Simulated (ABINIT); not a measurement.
# Pb (Fd-3m) in ABINIT: reference runs

Reference runs on Pb: the cell as given and a disturbed copy.

All numbers are computed with ABINIT 10.8.3 (patched build); they aren't measurements. Logs are shortened: lines on timing, memory, paths and dates and some standing lists are left out, and cuts for length are marked. The log counts tension as positive stress, the text compression.

## Step 1: The crystal as given

Symmetry: Fd-3m, No. 227, cubic system. The conventional cell has a = 6.878 Å, b = 6.878 Å, c = 6.878 Å, α = 90.00°, β = 90.00°, γ = 90.00°. Around Pb (site symmetry -43m) lie 4 Pb at 2.98 Å.

This isn't the form of Pb at room conditions, which is fcc.

## Step 2: Single point, PBE

run.abi

```
# Pseudopotentials
pp_dirpath "./"
pseudos "Pb.GGA_PBE-JTH.xml"

# Structure
structure "poscar:POSCAR"
natom 2

# Plane-wave basis
ecut 22.0
pawecutdg 44.0
pawxcdev 0

# k points
kptopt 1
ngkpt 7 7 7
nshiftk 1
shiftk 0.0 0.0 0.0

# Exchange and correlation
ixc 11

# Bands and occupations
nband 18
occopt 3
tsmear 0.05 eV

# SCF cycle
nstep 100
tolvrs 1.0e-9

# Output
iomode 3
prtwf 0
prtden 0
prteig 0
prtebands 0
enunit 1
```

POSCAR

```
Pb
1.0
    0.0000000000      3.4390000555      3.4390000555
    3.4390000555      0.0000000000      3.4390000555
    3.4390000555      3.4390000555      0.0000000000
Pb
2
Direct
    0.2500000000      0.2500000000      0.2500000000  Pb
    0.0000000000      0.0000000000      0.0000000000  Pb
```

Potentials or basis: JTH PAW PBE v2.0.

Run with:

```console
> abinit run.abi > log 2>&1
```

run.abo:

```text
.Version 10.8.3 of ABINIT
 Symmetries : space group Fd -3 m (#227); Bravais cF (face-center cubic)
================================================================================
 Values of the parameters that define the memory need of the present run
     intxc =       0    ionmov =       0      iscf =      17    lmnmax =      18
     lnmax =       6     mgfft =      40  mpssoang =       3    mqgrid =    3001
     natom =       2  nloc_mem =       2    nspden =       1   nspinor =       1
    nsppol =       1      nsym =      48    n1xccc =       1    ntypat =       1
    occopt =       3   xclevel =       2
       mpw =        2726          nfft =       64000          nkpt =          20
 PAW method is used; the additional fine FFT grid is defined by:
   mgfftf=        60    nfftf =    216000
================================================================================
================================================================================

--------------------------------------------------------------------------------
------------- Echo of variables that govern the present computation ------------
--------------------------------------------------------------------------------
 -outvars: echo values of preprocessed input variables --------
            acell      1.0000000000E+00  1.0000000000E+00  1.0000000000E+00 Bohr
              amu      2.07200000E+02
             ecut      2.20000000E+01 Hartree
           enunit           1
              ixc          11
         kptrlatt        7    0    0      0    7    0      0    0    7
          kptrlen      6.43345234E+01
            natom           2
            nband          18
            ngfft          40      40      40
          ngfftdg          60      60      60
             nkpt          20
            nstep         100
             nsym          48
           ntypat           1
           occopt           3
        pawecutdg      4.40000000E+01 Hartree
         pawxcdev           0
           prtden           0
        prtebands           0
           prteig           0
            prtwf           0
            rprim      0.0000000000E+00  6.4987682519E+00  6.4987682519E+00
                       6.4987682519E+00  0.0000000000E+00  6.4987682519E+00
                       6.4987682519E+00  6.4987682519E+00  0.0000000000E+00
          spgroup         227
           tolvrs      1.00000000E-09
           tsmear      1.83746611E-03 Hartree
            typat      1  1
           useylm           1
           xangst      1.7195000278E+00  1.7195000278E+00  1.7195000278E+00
                       0.0000000000E+00  0.0000000000E+00  0.0000000000E+00
            xcart      3.2493841259E+00  3.2493841259E+00  3.2493841259E+00
                       0.0000000000E+00  0.0000000000E+00  0.0000000000E+00
             xred      2.5000000000E-01  2.5000000000E-01  2.5000000000E-01
                       0.0000000000E+00  0.0000000000E+00  0.0000000000E+00
            znucl       82.00000

[... 120 lines left out ...]
    1       0.000000000000     -0.000000000000     -0.000000000000
    2      -0.000000000000     -0.000000000000      0.000000000000

 cartesian coordinates (angstrom) at end:
    1      1.71950002775000     1.71950002775000     1.71950002775000
    2      0.00000000000000     0.00000000000000     0.00000000000000

 cartesian forces (hartree/bohr) at end:
    1      0.00000000000000    -0.00000000000000    -0.00000000000000
    2     -0.00000000000000     0.00000000000000     0.00000000000000
 frms,max,avg= 8.3578098E-31 1.2947863E-30   0.000E+00  0.000E+00  0.000E+00 h/b

 cartesian forces (eV/Angstrom) at end:
    1      0.00000000000000    -0.00000000000000    -0.00000000000000
    2     -0.00000000000000     0.00000000000000     0.00000000000000
 frms,max,avg= 4.2977586E-29 6.6580590E-29   0.000E+00  0.000E+00  0.000E+00 e/A
 length scales=  1.000000000000  1.000000000000  1.000000000000 bohr
              =  0.529177210544  0.529177210544  0.529177210544 angstroms
 Fermi (or HOMO) energy (eV) =   4.38794   Average Vxc (eV)=  -7.87077
 Eigenvalues (   eV  ) for nkpt=  20  k points:
 kpt#   1, nband= 18, wtk=  0.00292, kpt=  0.0000  0.0000  0.0000 (reduced coord)
 -12.81920  -12.81920  -12.81920  -12.74678  -12.74678  -12.31370  -12.31370  -12.31370
 -12.29260  -12.29260   -6.76228    0.44739    4.78942    4.78942    4.78942    6.80279
   6.80279    6.80279
 prteigrs : prtvol=0 or 1, do not print more k-points.

--- !EnergyTerms
iteration_state     : {dtset: 1, }
comment             : Components of total free energy in Hartree
kinetic             :  1.00365804306625E+01
hartree             :  4.59506179707726E+01
xc                  : -5.05921521691946E+00
Ewald energy        : -8.12317331324216E+01
psp_core            :  2.40194581832055E+00
local_psp           : -1.39149219062472E+02
PAW spherical_terms :  4.46643107371626E+01
internal            : -1.22386712454895E+02
'-kT*entropy'       : -2.23266292757851E-04
total_energy        : -1.22386935721187E+02
total_energy_eV     : -3.33031817937128E+03
...

--- !EnergyTermsDC
iteration_state     : {dtset: 1, }
comment             : '"Double-counting" decomposition of free energy'
band_energy         : -9.39592863931397E+00
Ewald energy        : -8.12317331324216E+01
psp_core            :  2.40194581832055E+00
xc_dc               : -4.55759794409946E+01
PAW spherical_terms :  1.14149843817679E+01
internal            : -1.22386711012642E+02
'-kT*entropy'       : -2.23266292757851E-04
total_energy_dc     : -1.22386934278935E+02
total_energy_dc_eV  : -3.33031814012558E+03
...

--- !EnergyTermsWithPAWCore
iteration_state     : {dtset: 1, }
comment             : 'Components of total free energy, including PAW core contributions'
Total energy        : -4.17640541201787E+04
Total energy DC     : -4.17640541187364E+04
Total energy (eV)   : -1.13645780786224E+06
Total energy DC (eV): -1.13645780782299E+06
...

 Cartesian components of stress tensor (hartree/bohr^3)
  sigma(1 1)= -8.32218518E-05  sigma(3 2)=  0.00000000E+00
  sigma(2 2)= -8.32218518E-05  sigma(3 1)=  0.00000000E+00
  sigma(3 3)= -8.32218518E-05  sigma(2 1)=  0.00000000E+00

-Cartesian components of stress tensor (GPa)         [Pressure=  2.4485E+00 GPa]
- sigma(1 1)= -2.44847141E+00  sigma(3 2)=  0.00000000E+00
- sigma(2 2)= -2.44847141E+00  sigma(3 1)=  0.00000000E+00
- sigma(3 3)= -2.44847141E+00  sigma(2 1)=  0.00000000E+00

== END DATASET(S) ==============================================================
================================================================================

 -outvars: echo values of variables after computation  --------
            acell      1.0000000000E+00  1.0000000000E+00  1.0000000000E+00 Bohr
           etotal     -1.2238693428E+02
            fcart      1.2947863343E-30 -8.7581154020E-47 -6.4739316715E-31
                      -1.2947863343E-30  0.0000000000E+00  6.4739316715E-31
            rprim      0.0000000000E+00  6.4987682519E+00  6.4987682519E+00
                       6.4987682519E+00  0.0000000000E+00  6.4987682519E+00
                       6.4987682519E+00  6.4987682519E+00  0.0000000000E+00
           strten     -8.3221851841E-05 -8.3221851841E-05 -8.3221851841E-05
                       0.0000000000E+00  0.0000000000E+00  0.0000000000E+00
           xangst      1.7195000278E+00  1.7195000278E+00  1.7195000278E+00
                       0.0000000000E+00  0.0000000000E+00  0.0000000000E+00
             xred      2.5000000000E-01  2.5000000000E-01  2.5000000000E-01
                       0.0000000000E+00  0.0000000000E+00  0.0000000000E+00
 Calculation completed.
```

Run time: 41 s. Hardware: 1 thread of Arm Neoverse V1, shared host; peak memory 0.16 GiB.

Results:

- Free energy: -3330.3181 eV
- Pressure: 2.4 GPa
- Band gap on the k mesh: none (metal or under the smearing width)
- Valence electrons inside the program's atomic spheres: Pb 11.44 (radii [1.2714] Å)

Levels at points of the mesh, in eV from the Fermi level:
| k point | band 12 | band 13 | band 14 | band 15 | band 16 | band 17 |
| --- | --- | --- | --- | --- | --- | --- |
| (0.00, 0.00, 0.00) | -3.94 | 0.40 | 0.40 | 0.40 | 2.41 | 2.41 |

The run has no spin-orbit coupling, so splittings on Pb are missing.

## Step 3: Single point, PBE (atoms moved at random, drawn with an rms of 0.05 Å)

Changes to run.abi since step 2:

```diff
@@ -5,4 +5,17 @@
 # Structure
-structure "poscar:POSCAR"
+acell 4.8634805195 4.8634805195 4.8634805195 Angstrom
+rprim
+     0.0000000000     0.7071067812     0.7071067812
+     0.7071067812     0.0000000000     0.7071067812
+     0.7071067812     0.7071067812     0.0000000000
+ntypat 1
+znucl 82
 natom 2
+typat 1 1
+xred
+     0.2423290000     0.2487010000     0.2487110000
+     0.0096820000    -0.0173760000     0.0178080000
+chkprim 0
+chksymtnons 0
+tolsym 1.0e-6
 
@@ -25,3 +38,3 @@
 occopt 3
-tsmear 0.05 eV
+tsmear 0.00183747
```

Potentials or basis: JTH PAW PBE v2.0.

Run with:

```console
> abinit run.abi > log 2>&1
```

Run time: 5 min. Hardware: 1 thread of Arm Neoverse V1, shared host; peak memory 0.39 GiB.

Results (log left out):

```yaml
Free_energy: -3330.2789 eV
Pressure: 2.6 GPa
Largest_force: 0.651 eV/Å
Band_gap_on_the_k_mesh: none (metal or under the smearing width)
Valence_electrons_inside_the_program's_atomic_spheres: Pb 11.44 (radii [1.2714] Å)
```

Forces on the atoms (eV/Å):
```
Pb   0.062  0.646  0.039
Pb  -0.062 -0.646 -0.039
```

Stress tensor (GPa, compression positive):
```
2.77 0.11 1.87
0.11 2.37 0.18
1.87 0.18 2.77
```

Levels at points of the mesh, in eV from the Fermi level:
```tsv
k point	band 11	band 12	band 13	band 14	band 15	band 16	band 17	band 18
(0.00, 0.00, 0.00)	-11.13	-3.90	0.09	0.46	0.78	2.11	2.43	2.80
```
